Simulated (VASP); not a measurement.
# Sb (Pm-3m) in VASP: further runs

The runs below take Sb through single point, relaxation of cell and atoms, with PBE.

Program: VASP 6.6.1. These are calculated values, not measurements. Logs are shortened: lines on timing, memory, paths and dates and some standing lists are left out, and cuts for length are marked.

**1. Starting point**

Symmetry: Pm-3m, No. 221, cubic system. The conventional cell has a = 6.122 Å, b = 6.122 Å, c = 6.122 Å, α = 90.00°, β = 90.00°, γ = 90.00°. Sb (site symmetry 4/mmm) is surrounded by 6 Sb at 3.06 Å. Sb (site symmetry m-3m) is surrounded by 6 Sb at 3.06 Å. Around Sb (site symmetry 4/mmm) lie 4 Sb at 3.06 Å.

The cell was built by a generator and needn't be a form met in nature.

**2. Single point, PBE**

File INCAR:

```
PREC = Accurate
ENCUT = 520
EDIFF = 1E-7
ISMEAR = 0
SIGMA = 0.1
LREAL = F
LASPH = T
NELM = 100
ALGO = Fast
ISIF = 2
LWAVE = F
LCHARG = F
GGA = PE
NBANDS = 26
```

File KPOINTS:

```
Automatic mesh
0
Gamma
  6 6 6
```

File POSCAR:

```
Sb
1.0
    6.1223580785      0.0000000000      0.0000000000
    0.0000000000      6.1223580785      0.0000000000
    0.0000000000      0.0000000000      6.1223580785
Sb
7
Direct
    0.5000000000      0.5000000000      0.0000000000
    0.0000000000      0.5000000000      0.5000000000
    0.5000000000      0.0000000000      0.5000000000
    0.5000000000      0.5000000000      0.5000000000
    0.5000000000      0.0000000000      0.0000000000
    0.0000000000      0.5000000000      0.0000000000
    0.0000000000      0.0000000000      0.5000000000
```

Potentials or basis: VASP PAW PBE potentials, release 64 (Sb).

The run is started by

```console
$ cat potpaw_PBE.64/Sb/POTCAR > POTCAR
$ mpirun -np 1 vasp_std > vasp.out
```

OUTCAR:

```text
PREC = Accurate
   ENCUT = 520
   EDIFF = 1E-7
   ISMEAR = 0
   LREAL = F
   LASPH = T
   NELM = 100
   ISIF = 2
   GGA = PE

 ion  position               nearest neighbor table
   1  0.500  0.500  0.000-   4 3.06   5 3.06   6 3.06   4 3.06   5 3.06   6 3.06
   2  0.000  0.500  0.500-   4 3.06   6 3.06   7 3.06   6 3.06   7 3.06   4 3.06
   3  0.500  0.000  0.500-   4 3.06   5 3.06   7 3.06   5 3.06   4 3.06   7 3.06
   4  0.500  0.500  0.500-   1 3.06   2 3.06   3 3.06   1 3.06   3 3.06   2 3.06
   5  0.500  0.000  0.000-   1 3.06   3 3.06   3 3.06   1 3.06
   6  0.000  0.500  0.000-   1 3.06   2 3.06   2 3.06   1 3.06
   7  0.000  0.000  0.500-   2 3.06   3 3.06   2 3.06   3 3.06

  LATTYP: Found a simple cubic cell.
 ALAT       =     6.1223580785

  Lattice vectors:

 A1 = (   6.1223580785,   0.0000000000,   0.0000000000)
 A2 = (   0.0000000000,   6.1223580785,   0.0000000000)
 A3 = (   0.0000000000,   0.0000000000,   6.1223580785)

Analysis of symmetry for initial positions (statically):
=====================================================================
 Subroutine PRICEL returns:
 Original cell was already a primitive cell.

 Routine SETGRP: Setting up the symmetry group for a
 simple cubic supercell.

 Subroutine GETGRP returns: Found 48 space group operations
 (whereof 48 operations were pure point group operations)
 out of a pool of 48 trial point group operations.

The static configuration has the point symmetry O_h .

Analysis of symmetry for dynamics (positions and initial velocities):
=====================================================================
 Subroutine PRICEL returns:
 Original cell was already a primitive cell.

 Routine SETGRP: Setting up the symmetry group for a
 simple cubic supercell.

 Subroutine GETGRP returns: Found 48 space group operations
 (whereof 48 operations were pure point group operations)
 out of a pool of 48 trial point group operations.

The dynamic configuration has the point symmetry O_h .

 Subroutine INISYM returns: Found 48 space group operations
 (whereof 48 operations are pure point group operations),
 and found     1 'primitive' translations

----------------------------------------------------------------------------------------

                                     Primitive cell

  volume of cell :     229.4860

  direct lattice vectors                    reciprocal lattice vectors
     6.122358078  0.000000000  0.000000000     0.163335758  0.000000000  0.000000000
     0.000000000  6.122358078  0.000000000     0.000000000  0.163335758  0.000000000
     0.000000000  0.000000000  6.122358078     0.000000000  0.000000000  0.163335758

  length of vectors
     6.122358078  6.122358078  6.122358078     0.163335758  0.163335758  0.163335758

  position of ions in fractional coordinates (direct lattice)
     0.500000000  0.500000000  0.000000000
     0.000000000  0.500000000  0.500000000
     0.500000000  0.000000000  0.500000000
     0.500000000  0.500000000  0.500000000
     0.500000000  0.000000000  0.000000000
     0.000000000  0.500000000  0.000000000
     0.000000000  0.000000000  0.500000000

  ion indices of the primitive-cell ions
   primitive index   ion index
                 1           1
                 2           2
                 3           3
                 4           4
                 5           5
                 6           6
                 7           7

----------------------------------------------------------------------------------------

 KPOINTS: Automatic mesh

Automatic generation of k-mesh.
 Grid dimensions read from file:
 generate k-points for:    6    6    6

 Generating k-lattice:

  Cartesian coordinates                     Fractional coordinates (reciprocal lattice)
     0.027222626  0.000000000  0.000000000     0.166666667  0.000000000  0.000000000
     0.000000000  0.027222626  0.000000000     0.000000000  0.166666667  0.000000000
     0.000000000  0.000000000  0.027222626     0.000000000  0.000000000  0.166666667

  Length of vectors
     0.027222626  0.027222626  0.027222626

  Shift w.r.t. Gamma in fractional coordinates (k-lattice)
     0.000000000  0.000000000  0.000000000

 Subroutine IBZKPT returns following result:
 ===========================================

 Found     20 irreducible k-points:

 Following reciprocal coordinates:
            Coordinates               Weight
  0.000000  0.000000  0.000000      1.000000
  0.166667  0.000000  0.000000      6.000000
  0.333333  0.000000  0.000000      6.000000
  0.500000  0.000000  0.000000      3.000000
  0.166667  0.166667  0.000000     12.000000
  0.333333  0.166667  0.000000     24.000000
[... 12 lines left out ...]
  0.500000  0.500000  0.333333      6.000000
  0.500000  0.500000  0.500000      1.000000
   k-points           NKPTS =     20   k-points in BZ     NKDIM =     20   number of bands    NBANDS=     26
   number of dos      NEDOS =    301   number of ions     NIONS =      7
   total plane-waves  NPLWV = 110592
   dimension x,y,z NGX =    48 NGY =   48 NGZ =   48
   dimension x,y,z NGXF=    96 NGYF=   96 NGZF=   96
   ions per type =               7
   NGX,Y,Z   is equivalent  to a cutoff of  13.03, 13.03, 13.03 a.u.
   NGXF,Y,Z  is equivalent  to a cutoff of  26.07, 26.07, 26.07 a.u.
 SYSTEM =  unknown system
   PREC   = accura    normal or accurate (medium, high low for compatibility)
   ISTART =      0    job   : 0-new  1-cont  2-samecut
   ICHARG =      2    charge: 1-file 2-atom 10-const
   ISPIN  =      1    spin polarized calculation?
   LNONCOLLINEAR =      F non collinear calculations
   LSORBIT =      F    spin-orbit coupling
   LASPH  =      T    aspherical Exc in radial PAW
   ENCUT  =  520.0 eV  38.22 Ry    6.18 a.u.  11.38 11.38 11.38*2*pi/ulx,y,z
   NELM   =    100;   NELMIN=  2; NELMDL= -5     # of ELM steps
   EDIFF  = 0.1E-06   stopping-criterion for ELM
   LREAL  =      F    real-space projection
   EDIFFG = 0.1E-05   stopping-criterion for IOM
   NSW    =      0    number of steps for IOM
   IBRION =     -1    ionic relax: 0-MD 1-quasi-New 2-CG
   NFREE  =      0    steps in history (QN), initial steepest desc. (CG)
   ISIF   =      2    stress and relaxation
   ISYM   =      2    0-nonsym 1-usesym 2-fastsym
   POTIM  = 0.5000    time-step for ionic-motion
   TEBEG  =    0.0;   TEEND  =   0.0 temperature during run
   PSTRESS=    0.0 pullay stress
   NELECT =      35.0000    total number of electrons
   NUPDOWN=      -1.0000    fix difference up-down
   EMIN   =  10.00;   EMAX   =-10.00  energy-range for DOS
   EFERMI =   0.00;   METHOD = LEGACY
   ISMEAR =     0;   SIGMA  =   0.10  broadening in eV -4-tet -1-fermi 0-gaus
   EFERMI_NEDOS =   21; number of points for ismear=-14 and -15
   IALGO  =     68    algorithm
   IMIX   =      4    mixing-type and parameters
     AMIX     =   0.40;   BMIX     =  1.00
     AMIX_MAG =   1.60;   BMIX_MAG =  1.00
  volume/ion in A,a.u.               =      32.78       221.24
  Fermi-wavevector in a.u.,A,eV,Ry     =   0.874672  1.652891 10.409163  0.765052
  Thomas-Fermi vector in A             =   1.994236
   LORBIT       =      0    0 simple, 1 ext, 2 COOP (PROOUT), +10 PAW based schemes
   GGA     = PE    functional components
   LHFCALC =     F    Hartree Fock is set to
   AEXX    =    0.0000 exact exchange contribution
   IVDW    =     0    specifies the selected vdW correction
   LEPSILON=     F    determine dielectric tensor
   LRPA    =     F    only Hartree local field effects (RPA)
 non-spin polarized calculation
 RMM-DIIS sequential band-by-band and
 Gauss-broadening in eV      SIGMA  =   0.10
  energy-cutoff  :      520.00
  volume of cell :      229.49
 maximum number of plane-waves:      6216
 NGX is ok and might be reduce to    48
   NGX = 23   NGY = 23   NGZ = 23

 number of electron      34.9999996 magnetization

 Free energy of the ion-electron system (eV)
  ---------------------------------------------------
  ext. energy  EPLUGINS =         0.00000000
  ---------------------------------------------------
  free energy    TOTEN  =       -27.00376183 eV

  energy without entropy =      -26.96665841  energy(sigma->0) =      -26.98521012

 E-fermi :   6.0346     XC(G=0):  -9.1557

 val. band max:        6.0322797231   @ k =   0.3333   0.1667   0.1667
 cond. band min:       6.0480303415   @ k =   0.5000   0.3333   0.0000
 fundamental gap:      0.0157506185
 Fermi energy:         6.0345504962

 k-point     1 :       0.0000    0.0000    0.0000
  band No.  band energies     occupation
      1      -6.1995      2.00000
      2      -3.9153      2.00000
      3      -3.9153      2.00000
      4      -2.7850      2.00000
      5      -1.1364      2.00000
      6      -1.1364      2.00000
[... 18 lines left out ...]
     25      10.0324      0.00000
     26      10.3452      0.00000

 k-point     2 :       0.1667    0.0000    0.0000
  band No.  band energies     occupation
      1      -6.1052      2.00000
      2      -4.1055      2.00000
      3      -3.8102      2.00000
      4      -2.8634      2.00000
      5      -1.5258      2.00000
      6      -1.1626      2.00000
[... 18 lines left out ...]
     25      10.1035      0.00000
     26      10.6175      0.00000

 k-point     3 :       0.3333    0.0000    0.0000
  band No.  band energies     occupation
      1      -5.8420      2.00000
      2      -4.5956      2.00000
      3      -3.5006      2.00000
      4      -2.8773      2.00000
      5      -2.2552      2.00000
      6      -1.2036      2.00000
[... 18 lines left out ...]
     25      10.1091      0.00000
     26      10.3723      0.00000

 k-point     4 :       0.5000    0.0000    0.0000
  band No.  band energies     occupation
      1      -5.5975      2.00000
      2      -4.9538      2.00000
      3      -3.1151      2.00000
      4      -2.8451      2.00000
      5      -2.8087      2.00000
      6      -1.2297      2.00000
[... 18 lines left out ...]
     25      10.3783      0.00000
     26      10.3783      0.00000

 k-point     5 :       0.1667    0.1667    0.0000
  band No.  band energies     occupation
      1      -6.0104      2.00000
      2      -4.1059      2.00000
      3      -3.8782      2.00000
      4      -2.9537      2.00000
      5      -1.7210      2.00000
      6      -1.3663      2.00000
[... 18 lines left out ...]
     25      10.1748      0.00000
     26      10.3807      0.00000

 k-point     6 :       0.3333    0.1667    0.0000
  band No.  band energies     occupation
      1      -5.7445      2.00000
      2      -4.5194      2.00000
      3      -3.6533      2.00000
      4      -2.9635      2.00000
      5      -2.3628      2.00000
      6      -1.4511      2.00000
[... 311 lines left out ...]
 k-point    17 :       0.3333    0.3333    0.3333
  band No.  band energies     occupation
      1      -5.0826      2.00000
      2      -4.0205      2.00000
      3      -4.0205      2.00000
      4      -3.5019      2.00000
      5      -2.7544      2.00000
      6      -2.7544      2.00000
[... 18 lines left out ...]
     25       8.3568      0.00000
     26       8.8254      0.00000

 k-point    18 :       0.5000    0.3333    0.3333
  band No.  band energies     occupation
      1      -4.7767      2.00000
      2      -4.3539      2.00000
      3      -3.6957      2.00000
      4      -3.4790      2.00000
      5      -3.2371      2.00000
      6      -2.6618      2.00000
[... 18 lines left out ...]
     25       7.9895      0.00000
     26       8.2896      0.00000

 k-point    19 :       0.5000    0.5000    0.3333
  band No.  band energies     occupation
      1      -4.3733      2.00000
      2      -4.1572      2.00000
      3      -4.1572      2.00000
      4      -3.3610      2.00000
      5      -3.2067      2.00000
      6      -2.8835      2.00000
[... 18 lines left out ...]
     25       7.0489      0.00000
     26       7.9382      0.00000

 k-point    20 :       0.5000    0.5000    0.5000
  band No.  band energies     occupation
      1      -3.8897      2.00000
      2      -3.8435      2.00000
      3      -3.8435      2.00000
      4      -3.8435      2.00000
      5      -3.3535      2.00000
      6      -3.3535      2.00000
[... 18 lines left out ...]
     25       6.6989      0.00000
     26       6.7390      0.00000

------------------------ aborting loop because EDIFF is reached ----------------------------------------

  FORCE on cell =-STRESS in cart. coord.  units (eV):
  Direction    XX          YY          ZZ          XY          YZ          ZX
  --------------------------------------------------------------------------------------
  -------------------------------------------------------------------------------------
  Total       -0.0415560     -0.0415560     -0.0415560     -0.0000000      0.0000000     -0.0000000
  in kB       -0.2901270     -0.2901270     -0.2901270     -0.0000000      0.0000000     -0.0000000
  external PRESSURE =      -0.2901270 kB  Pullay stress =       0.0000000 kB

 VOLUME and BASIS-vectors are now :
 -----------------------------------------------------------------------------
  energy-cutoff  :      520.00
  volume of cell :      229.49
      direct lattice vectors                 reciprocal lattice vectors
     6.122358078  0.000000000  0.000000000     0.163335758  0.000000000  0.000000000
     0.000000000  6.122358078  0.000000000     0.000000000  0.163335758  0.000000000
     0.000000000  0.000000000  6.122358078     0.000000000  0.000000000  0.163335758

 POSITION                                       TOTAL-FORCE (eV/Angst)
 -----------------------------------------------------------------------------------
      3.06118      3.06118      0.00000         0.000000      0.000000      0.000000
      0.00000      3.06118      3.06118         0.000000      0.000000      0.000000
      3.06118      0.00000      3.06118         0.000000      0.000000      0.000000
      3.06118      3.06118      3.06118         0.000000      0.000000      0.000000
      3.06118      0.00000      0.00000         0.000000      0.000000      0.000000
      0.00000      3.06118      0.00000         0.000000      0.000000      0.000000
      0.00000      0.00000      3.06118         0.000000      0.000000      0.000000
 -----------------------------------------------------------------------------------
    total drift:                               -0.000000      0.000000      0.000000

  FREE ENERGIE OF THE ION-ELECTRON SYSTEM (eV)
  ---------------------------------------------------
  free  energy   TOTEN  =       -27.0037618261 eV

  energy  without entropy=      -26.9666584125  energy(sigma->0) =      -26.98521012
```

Run time: 52 s. Hardware: 1 thread of Intel Xeon 6975P-C (Granite Rapids), shared host; peak memory 0.35 GiB.

What came out:

```
Free energy            : -27.0038 eV
Pressure               : 0.0 GPa
Band gap on the k mesh : none (metal or under the smearing width)
```

**3. Relaxation of cell and atoms, PBE**

This run uses another cell than the first one, of 32.29 Å³/atom, 0.985 times its volume.

File INCAR:

```
  PREC = Accurate
  ENCUT = 600
  EDIFF = 1E-6
  ISMEAR = 0
  SIGMA = 0.1
  LREAL = False
  LASPH = True
  NELM = 100
  ALGO = Fast
  ISIF = 3
  LWAVE = False
  LCHARG = False
  GGA = PE
  IBRION = 2
  NSW = 100
  EDIFFG = -0.01
```

File KPOINTS:

```
regular mesh
0
Gamma
  6 6 6
```

POSCAR, as its differences from that of step 2:

```diff
@@ -2,5 +2,5 @@
 1.0
-    6.1223580785      0.0000000000      0.0000000000
-    0.0000000000      6.1223580785      0.0000000000
-    0.0000000000      0.0000000000      6.1223580785
+    6.0911795290      0.0000000000      0.0000000000
+    0.0000000000      6.0911795290      0.0000000000
+    0.0000000000      0.0000000000      6.0911795290
 Sb
```

Potentials or basis: VASP PAW PBE potentials, release 64 (Sb).

The run is started by

```console
$ cat potpaw_PBE.64/Sb/POTCAR > POTCAR
$ mpirun -np 1 vasp_std > vasp.out
```

Run time: 2.1 min. Hardware: 1 thread of Intel Xeon 6975P-C (Granite Rapids), shared host; peak memory 0.4 GiB.

The run converged. Its results:

```yaml
Free_energy: -27.0038 eV
Relaxed_volume: 32.76 Å³/atom
Relaxed_cell: a = 6.121 Å, b = 6.121 Å, c = 6.121 Å, α = 90.00°, β = 90.00°, γ = 90.00°
Space_group_after_relaxing_to_0.05_Å: Pm-3m (No. 221)
Energy_gained_by_relaxing: 1.1 meV/atom
Ionic_steps: 3
Pressure_after_relaxing: 0.0 GPa
Band_gap_on_the_k_mesh: none (metal or under the smearing width)
```

The path:
| step | energy change (eV) | largest force (eV/Å) | pressure (GPa) | volume (Å³) |
| --- | --- | --- | --- | --- |
| 1 | 0.0000 | 0.0000 | 0.72 | 226.00 |
| 2 | -0.0060 | 0.0000 | -0.29 | 230.79 |
| 3 | -0.0074 | 0.0000 | 0.00 | 229.32 |

Final structure:
```
Sb
1.0
     6.12089    0.00000    0.00000
     0.00000    6.12089    0.00000
     0.00000    0.00000    6.12089
Sb
7
Direct
  0.50000 0.50000 0.00000
  0.00000 0.50000 0.50000
  0.50000 0.00000 0.50000
  0.50000 0.50000 0.50000
  0.50000 0.00000 0.00000
  0.00000 0.50000 0.00000
  0.00000 0.00000 0.50000
```

Levels at points of the mesh, in eV from the Fermi level:
```
           k point  band 14  band 15  band 16  band 17  band 18  band 19  band 20  band 21
(0.00, 0.00, 0.00)    -2.60    -2.60    -2.60     0.27     0.27     0.27     2.60     2.60
(0.50, 0.00, 0.00)    -1.91    -1.43    -0.34    -0.34    -0.18     0.36     0.47     1.82
(0.50, 0.50, 0.00)    -1.12    -1.00    -0.92    -0.70    -0.07    -0.07     0.55     0.74
(0.50, 0.50, 0.50)    -0.47    -0.47    -0.47    -0.44    -0.44    -0.44     0.26     0.26
```

The run has no spin-orbit coupling, so splittings on Sb are missing.

**4. Single point, PBE**

File INCAR:

```
SYSTEM = Sb
PREC = Accurate
ENCUT = 520
EDIFF = 1E-6
ISMEAR = 0
SIGMA = 0.1
LREAL = .FALSE.
LASPH = .TRUE.
NELM = 100
ALGO = Fast
ISIF = 2
LWAVE = .FALSE.
LCHARG = .TRUE.
GGA = PE
LELF = .TRUE.
LVHAR = .TRUE.
NBANDS = 26
```

File KPOINTS:

```
Automatic mesh
0
G
  6 6 6
  0 0 0
```

POSCAR, as its differences from that of step 3:

```diff
@@ -2,5 +2,5 @@
 1.0
-    6.0911795290      0.0000000000      0.0000000000
-    0.0000000000      6.0911795290      0.0000000000
-    0.0000000000      0.0000000000      6.0911795290
+    6.1223580785      0.0000000000      0.0000000000
+    0.0000000000      6.1223580785      0.0000000000
+    0.0000000000      0.0000000000      6.1223580785
 Sb
```

The run is started by

```console
$ cat potpaw_PBE.64/Sb/POTCAR > POTCAR
$ mpirun -np 1 vasp_std > vasp.out
```

Wall time 43 s (1 thread of Intel Xeon 6975P-C (Granite Rapids), shared host); peak memory 0.36 GiB.

Results (log left out):

```yaml
Free_energy: -27.0038 eV
Pressure: 0.0 GPa
Band_gap_on_the_k_mesh: none (metal or under the smearing width)
```

Levels at points of the mesh, in eV from the Fermi level:
```
           k point  band 14  band 15  band 16  band 17  band 18  band 19  band 20  band 21  band 22  band 23
(0.00, 0.00, 0.00)    -2.60    -2.60    -2.60     0.27     0.27     0.27     2.60     2.60     2.60     4.00
(0.50, 0.00, 0.00)    -1.91    -1.43    -0.34    -0.34    -0.18     0.36     0.47     1.81     1.97     3.09
(0.50, 0.50, 0.00)    -1.12    -1.00    -0.92    -0.70    -0.07    -0.07     0.55     0.74     1.35     1.35
(0.50, 0.50, 0.50)    -0.47    -0.47    -0.47    -0.44    -0.44    -0.44     0.26     0.26     0.26     0.39
```
